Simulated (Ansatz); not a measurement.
# Nudged elastic band run: Si$_{8}$HO$_{16}$, charge +1

The input (input.yaml):

```yaml
crystal:
  lattice:
    - [-4.1564, -4.1564, 0.0]
    - [4.1564, -4.1564, 0.0]
    - [0.0, 0.0, 5.3204]
  atoms:
    - { symbol: Si, position: [0.496268, 0.51043623, 0.00876056] }
    - { symbol: Si, position: [-0.00469564, 0.50136669, 0.24999528] }
    - { symbol: O, position: [0.19108998, 0.51150013, 0.00023959] }
    - { symbol: O, position: [0.00437378, 0.19774219, 0.24999541] }
    - { symbol: O, position: [0.79722452, 0.49411622, -0.00262495] }
    - { symbol: O, position: [-0.0094455, 0.80623726, 0.24999541] }
    - { symbol: Si, position: [0.49626822, 0.5104364, 0.49123068] }
    - { symbol: Si, position: [-0.00875623, 0.51186044, 0.74999536] }
    - { symbol: O, position: [0.19109009, 0.51150017, 0.49975092] }
    - { symbol: O, position: [0.01728314, 0.20197778, 0.7499955] }
    - { symbol: O, position: [0.79722458, 0.49411631, 0.50261574] }
    - { symbol: O, position: [-0.00840744, 0.8104802, 0.74999538] }
    - { symbol: Si, position: [2.357e-05, 0.00205783, 0.00195358] }
    - { symbol: Si, position: [0.49952176, 0.00884192, 0.24999544] }
    - { symbol: O, position: [0.69472115, 0.01153965, -0.00294236] }
    - { symbol: O, position: [0.5047881, 0.70374803, 0.24999549] }
    - { symbol: O, position: [0.30613728, -0.00523474, -0.00102855] }
    - { symbol: O, position: [0.49051873, 0.31121838, 0.24999566] }
    - { symbol: Si, position: [2.337e-05, 0.00205791, 0.49803725] }
    - { symbol: Si, position: [0.5050775, -0.01907959, 0.7499955] }
    - { symbol: O, position: [0.69472114, 0.01153961, 0.50293327] }
    - { symbol: O, position: [0.50347734, 0.68995887, 0.7499956] }
    - { symbol: O, position: [0.30613726, -0.00523467, 0.50101947] }
    - { symbol: O, position: [0.46615546, 0.30205525, 0.74999548] }
    - { symbol: H, position: [0.29432941, 0.27515066, 0.74999489] }
total_charge: 1
basis:
  ecutwfc: 420.0
kpoints:
  mp_grid: { grid: [2, 2, 3] }
hamiltonian:
  xc: pbe
  pseudopotentials: { kind: paw, azcp: { folder: soft_1 } }
scf:
  occupations: { method: fermi_dirac, width: 0.02 }
  lower_state_search: "off"
neb:
  images: 3
  f_tol: 0.05
  initial_path: idpp
  max_iterations: 80
  final_atoms:
    - { symbol: Si, position: [0.49983047, 0.49808553, 0.00217587] }
    - { symbol: Si, position: [0.0004389, 0.49108909, 0.25017041] }
    - { symbol: O, position: [0.19377422, 0.50513346, -0.00087978] }
    - { symbol: O, position: [0.00934325, 0.18877105, 0.2501624] }
    - { symbol: O, position: [0.80517981, 0.48860074, -0.00274611] }
    - { symbol: O, position: [-0.00479899, 0.79624252, 0.25017516] }
    - { symbol: Si, position: [0.49982576, 0.49807733, 0.49817101] }
    - { symbol: Si, position: [-0.00513146, 0.5190355, 0.75017163] }
    - { symbol: O, position: [0.19377555, 0.50513394, 0.50121552] }
    - { symbol: O, position: [0.03350532, 0.19799321, 0.75016115] }
    - { symbol: O, position: [0.80517979, 0.48859237, 0.50309327] }
    - { symbol: O, position: [-0.00347848, 0.81000928, 0.75016611] }
    - { symbol: Si, position: [0.00362152, -0.01046847, 0.00895098] }
    - { symbol: Si, position: [0.5044891, -0.00124217, 0.25016814] }
    - { symbol: O, position: [0.70263352, 0.00585902, -0.00243657] }
    - { symbol: O, position: [0.50917007, 0.69392244, 0.25017441] }
    - { symbol: O, position: [0.30878305, -0.01125187, 0.00041109] }
    - { symbol: O, position: [0.49554495, 0.30235872, 0.25017131] }
    - { symbol: Si, position: [0.00361768, -0.01045898, 0.49138198] }
    - { symbol: Si, position: [0.50862117, -0.01175063, 0.75016389] }
    - { symbol: O, position: [0.70263369, 0.00586605, 0.50277008] }
    - { symbol: O, position: [0.50820159, 0.68961421, 0.75016777] }
    - { symbol: O, position: [0.30878454, -0.01124739, 0.49993874] }
    - { symbol: O, position: [0.48271762, 0.29810003, 0.75017038] }
    - { symbol: H, position: [0.20536157, 0.22472604, 0.75014732] }
  order_check: true
```

Command:

```bash
$ ansatz run input.yaml --threads 2 --pin off --max-ram 5120MiB --backend cpu --events-out ev --progress --plain --runs-dir out
```

Output, in part (warnings, iteration lines):

```
NEB end point (image 0): max|allowed force component| = 9.402e-3 eV/Å (the criterion of neb.relax_end_points is 1.000e-2)
NEB end point (image 4): max|allowed force component| = 1.711e-2 eV/Å (the criterion of neb.relax_end_points is 1.000e-2)
NEB iter   1: max|band force component| = 1.509e0 eV/Å  barrier→ = 0.4034 eV  barrier← = 0.4033 eV  Δτ_max = 0.0862 Å  (47 SCF iters)
NEB iter   2: max|band force component| = 1.082e0 eV/Å  barrier→ = 0.2409 eV  barrier← = 0.2408 eV  Δτ_max = 0.1973 Å  (21 SCF iters)
NEB iter   3: max|band force component| = 1.464e0 eV/Å  barrier→ = 0.2333 eV  barrier← = 0.2332 eV  Δτ_max = 0.0993 Å  (24 SCF iters)
NEB iter   4: max|band force component| = 3.356e-1 eV/Å  barrier→ = 0.1393 eV  barrier← = 0.1392 eV  CI = image 2  Δτ_max = 0.0145 Å  (21 SCF iters)
NEB iter   5: max|band force component| = 8.778e-2 eV/Å  barrier→ = 0.1333 eV  barrier← = 0.1333 eV  CI = image 2  Δτ_max = 0.0067 Å  (18 SCF iters)
NEB iter   6: max|band force component| = 2.833e-2 eV/Å  barrier→ = 0.1324 eV  barrier← = 0.1323 eV  CI = image 2  CI's point: of a kind that is not told: the force calls were inconclusive, a negative curvature could not be distinguished from the path's own, the only one lies far off the path, or fixed occupations may fill a level only in part  Δτ_max = 0.0000 Å  (225 SCF iters)
```

The forces met the threshold. By the program's own check the climbing image is of a kind that is not told: the force calls were inconclusive, a negative curvature could not be distinguished from the path's own, the only one lies far off the path, or fixed occupations may fill a level only in part (lowest curvatures found: -6.59 and 3.49 eV/Å²). Limits of this set-up: coarse k mesh, charged cell in a uniform background, uncorrected.

Final band (atoms are numbered from 1 in the order of the input):

```tsv
image	path coordinate (Å)	energy (eV)	O24–H25 (Å)	O10–H25 (Å)
0	0.00	0.000	1.02	1.68
1	0.19	0.048	1.08	1.48
2	0.38	0.132	1.25	1.25
3	0.57	0.047	1.49	1.08
4	0.76	0.000	1.69	1.02
```

The run took 4.5 min on 2 threads of Arm Neoverse V2, with other jobs on the host, peak memory 0.82 GiB.
